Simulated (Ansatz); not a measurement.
Input and command of a plane-wave DFT calculation in Ansatz:

```yaml
crystal:
  lattice:
    - [0.0, 2.08748, 2.17824]
    - [2.08748, 0.0, 2.17824]
    - [2.08748, 2.08748, 0.0]
  atoms:
    - { symbol: B, position: [0.0, 0.0, 0.0] }
    - { symbol: P, position: [0.75, 0.75, 0.75] }
basis:
  ecutwfc: 420
kpoints:
  mp_grid: { grid: [10, 10, 10] }
hamiltonian:
  xc: pbe
scf:
  occupations: { method: gaussian, width: 0.05 }
output:
  forces: true
  stress: true
  eigenvalues: true
```

```bash
ansatz run input.yaml --threads 1 --pin off --max-ram 2560MiB --backend cpu --events-out ev --progress --plain --runs-dir out
```

Processor: Arm Neoverse V2, 1 thread, on a host shared with other jobs.

Question: Estimate time, memory and problem size.

Answer: About 2 s on 1 thread of Arm Neoverse V2, with other jobs on the host, peak memory 0.27 GiB. It solves 8 bands at 102 k points (the mesh reduced by symmetry) with about 347 plane waves, in 7 SCF iterations.
